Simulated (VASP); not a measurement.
# Se (R-3m) in VASP: notebook

Runs on Se. Level: LDA. Tasks: relaxation of cell and atoms.

Everything below comes from runs of VASP 6.6.1. Logs are shortened: lines on timing, memory, paths and dates and some standing lists are left out, and cuts for length are marked.

### Step 1. The structure

It takes space group R-3m (No. 166, trigonal). Conventional cell: a = 4.059 Å, b = 4.059 Å, c = 3.353 Å, α = 90.00°, β = 90.00°, γ = 120.00°. Se (site symmetry -3m) has 6 Se at 2.60 Å as nearest neighbours.

This isn't the form of Se at room conditions, which is trigonal, of chains.

### Step 2. Relaxation of cell and atoms, LDA, target pressure 0.0001 GPa, at which the enthalpy is minimised

INCAR

```
PREC = Accurate ; ENCUT = 520
EDIFF = 1E-7 ; ISMEAR = 0
SIGMA = 0.1 ; LREAL = F
LASPH = T ; NELM = 60
ALGO = Normal ; ISIF = 3
LWAVE = F ; LCHARG = F
GGA = CA ; IBRION = 2
NSW = 80 ; EDIFFG = -0.002
PSTRESS = 0.001
```

KPOINTS

```
Automatic mesh
0
Gamma
  21 21 21
```

POSCAR

```
Se                                      
1.0
    2.0294217090      1.1716876137      1.1177675364
   -2.0294217090      1.1716876137      1.1177675364
    0.0000000000     -2.3433752290      1.1177675380
  Se            
     1
Direct
     1.0000000000000000    1.0000000000000000    0.0000000000000000
```

Potentials or basis: VASP PAW LDA potentials, release 64 (Se).

Launch:

```bash
cat potpaw_LDA.64/Se/POTCAR > POTCAR
mpirun -np 1 vasp_std > vasp.out
```

OUTCAR:

```text
PREC = Accurate
   ENCUT = 520
   EDIFF = 1E-7
   ISMEAR = 0
   LREAL = F
   LASPH = T
   NELM = 60
   ISIF = 3
   GGA = CA
   IBRION = 2
   NSW = 80
   EDIFFG = -0.002
   PSTRESS = 0.001

 ion  position               nearest neighbor table
   1  0.000  0.000  0.000-

  LATTYP: Found a trigonal (rhomboedric) cell.
 ALAT       =     2.5963067235
 COS(alpha) =    -0.2219757943

  Lattice vectors:

 A1 = (   2.0294217090,   1.1716876137,   1.1177675364)
 A2 = (  -2.0294217090,   1.1716876137,   1.1177675364)
 A3 = (   0.0000000000,  -2.3433752290,   1.1177675380)

Analysis of symmetry for initial positions (statically):
=====================================================================
 Subroutine PRICEL returns:
 Original cell was already a primitive cell.

 Routine SETGRP: Setting up the symmetry group for a
 trigonal (rhombohedral) supercell.

 Subroutine GETGRP returns: Found 12 space group operations
 (whereof 12 operations were pure point group operations)
 out of a pool of 12 trial point group operations.

The static configuration has the point symmetry D_3d.

Analysis of symmetry for dynamics (positions and initial velocities):
=====================================================================
 Subroutine PRICEL returns:
 Original cell was already a primitive cell.

 Routine SETGRP: Setting up the symmetry group for a
 trigonal (rhombohedral) supercell.

 Subroutine GETGRP returns: Found 12 space group operations
 (whereof 12 operations were pure point group operations)
 out of a pool of 12 trial point group operations.

The dynamic configuration has the point symmetry D_3d.

 Subroutine INISYM returns: Found 12 space group operations
 (whereof 12 operations are pure point group operations),
 and found     1 'primitive' translations

----------------------------------------------------------------------------------------

                                     Primitive cell

  volume of cell :      15.9473

  direct lattice vectors                    reciprocal lattice vectors
     2.029421709  1.171687614  1.117767536     0.246375604  0.142244968  0.298213468
    -2.029421709  1.171687614  1.117767536    -0.246375604  0.142244968  0.298213468
     0.000000000 -2.343375229  1.117767538     0.000000000 -0.284489935  0.298213468

  length of vectors
     2.596306723  2.596306723  2.596307326     0.412147840  0.412147840  0.412147783

  position of ions in fractional coordinates (direct lattice)
     0.000000000  0.000000000  0.000000000

  ion indices of the primitive-cell ions
   primitive index   ion index
                 1           1

----------------------------------------------------------------------------------------

 KPOINTS: Automatic mesh

Automatic generation of k-mesh.
 Grid dimensions read from file:
 generate k-points for:   21   21   21

 Generating k-lattice:

  Cartesian coordinates                     Fractional coordinates (reciprocal lattice)
     0.011732172  0.006773570  0.014200641     0.047619048  0.000000000 -0.000000000
    -0.011732172  0.006773570  0.014200641     0.000000000  0.047619048 -0.000000000
     0.000000000 -0.013547140  0.014200641     0.000000000  0.000000000  0.047619048

  Length of vectors
     0.019626088  0.019626088  0.019626085

  Shift w.r.t. Gamma in fractional coordinates (k-lattice)
     0.000000000  0.000000000  0.000000000

 Subroutine IBZKPT returns following result:
 ===========================================

 Found    891 irreducible k-points:

 Following reciprocal coordinates:
            Coordinates               Weight
  0.000000  0.000000  0.000000      1.000000
  0.047619 -0.000000 -0.000000      6.000000
  0.095238 -0.000000  0.000000      6.000000
  0.142857 -0.000000 -0.000000      6.000000
  0.190476 -0.000000  0.000000      6.000000
  0.238095  0.000000 -0.000000      6.000000
[... 16 lines left out ...]
 -0.428571  0.047619  0.000000     12.000000
 -0.380952  0.047619  0.000000     12.000000
 [... further k-points ...]
   k-points           NKPTS =    891   k-points in BZ     NKDIM =    891   number of bands    NBANDS=      7
   number of dos      NEDOS =    301   number of ions     NIONS =      1
   total plane-waves  NPLWV =   8000
   dimension x,y,z NGX =    20 NGY =   20 NGZ =   20
   dimension x,y,z NGXF=    40 NGYF=   40 NGZF=   40
   ions per type =               1
   NGX,Y,Z   is equivalent  to a cutoff of  12.81, 12.81, 12.81 a.u.
   NGXF,Y,Z  is equivalent  to a cutoff of  25.61, 25.61, 25.61 a.u.
 SYSTEM =  unknown system
   PREC   = accura    normal or accurate (medium, high low for compatibility)
   ISTART =      0    job   : 0-new  1-cont  2-samecut
   ICHARG =      2    charge: 1-file 2-atom 10-const
   ISPIN  =      1    spin polarized calculation?
   LNONCOLLINEAR =      F non collinear calculations
   LSORBIT =      F    spin-orbit coupling
   LASPH  =      T    aspherical Exc in radial PAW
   ENCUT  =  520.0 eV  38.22 Ry    6.18 a.u.   4.83  4.83  4.83*2*pi/ulx,y,z
   NELM   =     60;   NELMIN=  2; NELMDL= -5     # of ELM steps
   EDIFF  = 0.1E-06   stopping-criterion for ELM
   LREAL  =      F    real-space projection
   EDIFFG = -.2E-02   stopping-criterion for IOM
   NSW    =     80    number of steps for IOM
   IBRION =      2    ionic relax: 0-MD 1-quasi-New 2-CG
   NFREE  =      1    steps in history (QN), initial steepest desc. (CG)
   ISIF   =      3    stress and relaxation
   ISYM   =      2    0-nonsym 1-usesym 2-fastsym
   POTIM  = 0.5000    time-step for ionic-motion
   TEBEG  =    0.0;   TEEND  =   0.0 temperature during run
   PSTRESS=    0.0 pullay stress
   NELECT =       6.0000    total number of electrons
   NUPDOWN=      -1.0000    fix difference up-down
   EMIN   =  10.00;   EMAX   =-10.00  energy-range for DOS
   EFERMI =   0.00;   METHOD = LEGACY
   ISMEAR =     0;   SIGMA  =   0.10  broadening in eV -4-tet -1-fermi 0-gaus
   EFERMI_NEDOS =   21; number of points for ismear=-14 and -15
   IALGO  =     38    algorithm
   IMIX   =      4    mixing-type and parameters
     AMIX     =   0.40;   BMIX     =  1.00
     AMIX_MAG =   1.60;   BMIX_MAG =  1.00
  volume/ion in A,a.u.               =      15.95       107.62
  Fermi-wavevector in a.u.,A,eV,Ry     =   1.181852  2.233376 19.004254  1.396773
  Thomas-Fermi vector in A             =   2.318117
   LORBIT       =      0    0 simple, 1 ext, 2 COOP (PROOUT), +10 PAW based schemes
   GGA     = CA    functional components
   LHFCALC =     F    Hartree Fock is set to
   AEXX    =    0.0000 exact exchange contribution
   IVDW    =     0    specifies the selected vdW correction
   LEPSILON=     F    determine dielectric tensor
   LRPA    =     F    only Hartree local field effects (RPA)
 conjugate gradient relaxation of ions
 non-spin polarized calculation
 Gauss-broadening in eV      SIGMA  =   0.10
  energy-cutoff  :      520.00
  volume of cell :       15.95
 maximum number of plane-waves:       443
   NGX =  9   NGY =  9   NGZ =  9

--------------------------------------- Ionic step        1  -------------------------------------------

 number of electron       6.0000002 magnetization

 Free energy of the ion-electron system (eV)
  ---------------------------------------------------
  ext. energy  EPLUGINS =         0.00000000
  ---------------------------------------------------
  free energy    TOTEN  =        -3.67256664 eV

  energy without entropy =       -3.67003583  energy(sigma->0) =       -3.67130124

------------------------ aborting loop because EDIFF is reached ----------------------------------------

  FORCE on cell =-STRESS in cart. coord.  units (eV):
  Direction    XX          YY          ZZ          XY          YZ          ZX
  --------------------------------------------------------------------------------------
  -------------------------------------------------------------------------------------
  Total        2.9841784      2.9841806      2.9872836      0.0000000     -0.0000000      0.0000000
  in kB      299.8116310    299.8118584    300.1236017      0.0000000     -0.0000003      0.0000000
  external PRESSURE =     299.9146970 kB  Pullay stress =       0.0010000 kB
[... 22 lines left out ...]
  enthalpy is  TOTEN    =        -3.6725566858 eV   P V=        0.0000099535

--------------------------------------- Ionic step        2  -------------------------------------------

 number of electron       6.0000002 magnetization

 E-fermi :   3.6965     XC(G=0): -10.0152

 val. band max:        3.6898469078   @ k =  -0.3333   0.2857   0.1905
 cond. band min:       3.6969829279   @ k =  -0.1905   0.4286   0.1429
 fundamental gap:      0.0071360201
 Fermi energy:         3.6964591167

 k-point     1 :       0.0000    0.0000    0.0000
  band No.  band energies     occupation
      1     -11.3345      2.00000
      2       4.8085      0.00000
      3       6.0974      0.00000
      4       6.0974      0.00000
      5      11.8830      0.00000
      6      13.2898      0.00000
      7      13.2898      0.00000
[... 221 lines left out ...]
 k-point    24 :      -0.3810    0.0476    0.0000
  band No.  band energies     occupation
      1      -9.7614      2.00000
      2      -1.1003      2.00000
      3       5.1774      0.00000
      4       6.1317      0.00000
      5      12.5874      0.00000
      6      13.0973      0.00000
      7      16.3655      0.00000

 [... further k-points ...]

------------------------ aborting loop because EDIFF is reached ----------------------------------------

  FORCE on cell =-STRESS in cart. coord.  units (eV):
  Direction    XX          YY          ZZ          XY          YZ          ZX
  --------------------------------------------------------------------------------------
  -------------------------------------------------------------------------------------
  Total       -2.2758480     -2.2758501     -0.4249048      0.0000000      0.0000000      0.0000000
  in kB     -152.7118472   -152.7119921    -28.5115676      0.0000000      0.0000001      0.0000000
  external PRESSURE =    -111.3128023 kB  Pullay stress =       0.0010000 kB
[... 53 lines left out ...]
  FREE ENERGIE OF THE ION-ELECTRON SYSTEM (eV)
  ---------------------------------------------------
  free  energy   TOTEN  =        -3.9653087552 eV

  energy  without entropy=       -3.9619664046  energy(sigma->0) =       -3.96363758

  enthalpy is  TOTEN    =        -3.9652963974 eV   P V=        0.0000123578

[... ionic steps 4 to 15 ...]

--------------------------------------- Ionic step       16  -------------------------------------------

 number of electron       6.0000004 magnetization

------------------------ aborting loop because EDIFF is reached ----------------------------------------

  FORCE on cell =-STRESS in cart. coord.  units (eV):
  Direction    XX          YY          ZZ          XY          YZ          ZX
  --------------------------------------------------------------------------------------
  -------------------------------------------------------------------------------------
  Total       -0.0033157     -0.0033158     -0.0015426      0.0000000      0.0000000      0.0000000
  in kB       -0.2497411     -0.2497412     -0.1161870      0.0000000      0.0000000      0.0000000
  external PRESSURE =      -0.2062231 kB  Pullay stress =       0.0010000 kB
[... 59 lines left out ...]
  enthalpy is  TOTEN    =        -4.0817440589 eV   P V=        0.0000132604

--------------------------------------- Ionic step       18  -------------------------------------------

 number of electron       6.0000004 magnetization

 Free energy of the ion-electron system (eV)
  ---------------------------------------------------
  ext. energy  EPLUGINS =         0.00000000
  ---------------------------------------------------
  free energy    TOTEN  =        -4.08176328 eV

  energy without entropy =       -4.07986924  energy(sigma->0) =       -4.08081626

 E-fermi :   5.4908     XC(G=0): -10.4223

 val. band max:        5.4822281639   @ k =  -0.4286   0.4286   0.2381
 cond. band min:       5.4929265041   @ k =  -0.4286  -0.4286   0.2381
 fundamental gap:      0.0106983402
 Fermi energy:         5.4907979937

 k-point     1 :       0.0000    0.0000    0.0000
  band No.  band energies     occupation
      1     -11.0987      2.00000
      2       6.9495      0.00000
      3       6.9663      0.00000
      4       6.9663      0.00000
      5      13.1908      0.00000
      6      13.1908      0.00000
      7      13.4690      0.00000
[... 221 lines left out ...]
 k-point    24 :      -0.3810    0.0476    0.0000
  band No.  band energies     occupation
      1      -9.2313      2.00000
      2      -1.0059      2.00000
      3       7.9126      0.00000
      4       8.2922      0.00000
      5      15.2442      0.00000
      6      16.0391      0.00000
      7      18.7109      0.00000

 [... further k-points ...]

------------------------ aborting loop because EDIFF is reached ----------------------------------------

  FORCE on cell =-STRESS in cart. coord.  units (eV):
  Direction    XX          YY          ZZ          XY          YZ          ZX
  --------------------------------------------------------------------------------------
  -------------------------------------------------------------------------------------
  Total       -0.0004342     -0.0004342      0.0011592      0.0000000     -0.0000000     -0.0000000
  in kB       -0.0327125     -0.0327125      0.0873316      0.0000000     -0.0000000     -0.0000000
  external PRESSURE =       0.0063022 kB  Pullay stress =       0.0010000 kB
[... 16 lines left out ...]
  FREE ENERGIE OF THE ION-ELECTRON SYSTEM (eV)
  ---------------------------------------------------
  free  energy   TOTEN  =        -4.0817632776 eV

  energy  without entropy=       -4.0798692401  energy(sigma->0) =       -4.08081626

  enthalpy is  TOTEN    =        -4.0817500038 eV   P V=        0.0000132738

 reached required accuracy - stopping structural energy minimisation
```

Run time: 8.4 min. Hardware: 1 thread of Intel Xeon Platinum 8259CL at 2.50GHz (Skylake/Cascade Lake), shared host; peak memory 0.21 GiB.

What came out:

```
Free energy                                            : -4.0818 eV
Relaxed volume                                         : 21.27 Å³/atom
Relaxed cell                                           : a = 2.771 Å, b = 2.771 Å, c = 2.771 Å, α = 90.12°, β = 90.12°, γ = 90.12°
Space group after relaxing (to 0.05 Å)                 : Pm-3m (No. 221)
Energy change on relaxing (the enthalpy is what falls) : -409.2 meV/atom
Ionic steps                                            : 18
Pressure after relaxing                                : 0.0 GPa
Band gap on the k mesh                                 : none (metal or under the smearing width)
```

Step by step:
| step | energy change (eV) | largest force (eV/Å) | pressure (GPa) | volume (Å³) |
| --- | --- | --- | --- | --- |
| 1 | 0.0000 | 0.0000 | 29.99 | 15.95 |
| 2 | -0.1211 | 0.0000 | -11.13 | 23.88 |
| 3 | -0.2927 | 0.0000 | -0.32 | 19.80 |
| 4 | -0.2928 | 0.0000 | 0.05 | 19.72 |
| 5 | -0.3317 | 0.0000 | 0.06 | 20.00 |
| 6 | -0.3835 | 0.0000 | 0.69 | 20.57 |
| 7 | -0.4080 | 0.0000 | 0.75 | 21.07 |
| 8 | -0.4085 | 0.0000 | 0.84 | 21.06 |
| 9 | -0.4083 | 0.0000 | 0.81 | 21.07 |
| 10 | -0.4045 | 0.0000 | -2.23 | 21.85 |
| 11 | -0.4088 | 0.0000 | 0.02 | 21.26 |
| 12 | -0.4090 | 0.0000 | 0.01 | 21.26 |
| 13 | -0.4091 | 0.0000 | 0.00 | 21.27 |
| 14 | -0.4092 | 0.0000 | -0.03 | 21.27 |
| 15 | -0.4092 | 0.0000 | -0.02 | 21.27 |
| 16 | -0.4092 | 0.0000 | -0.02 | 21.27 |
| 17 | -0.4092 | 0.0000 | 0.08 | 21.25 |
| 18 | -0.4092 | 0.0000 | 0.00 | 21.27 |

Final structure:
```yaml
crystal:
  lattice:
    - [1.96114, 1.13226, 1.59624]
    - [-1.96114, 1.13226, 1.59624]
    - [0.00000, -2.26453, 1.59624]
  atoms:
    - { symbol: Se, position: [0.00000, 0.00000, 0.00000] }
```

Caveat: the cell is relaxed towards a set pressure, so the enthalpy falls and the energy may rise; the volume moved by over 15 % at a fixed basis, so the end points are rough.

(Part 1 of 3 ends here.)
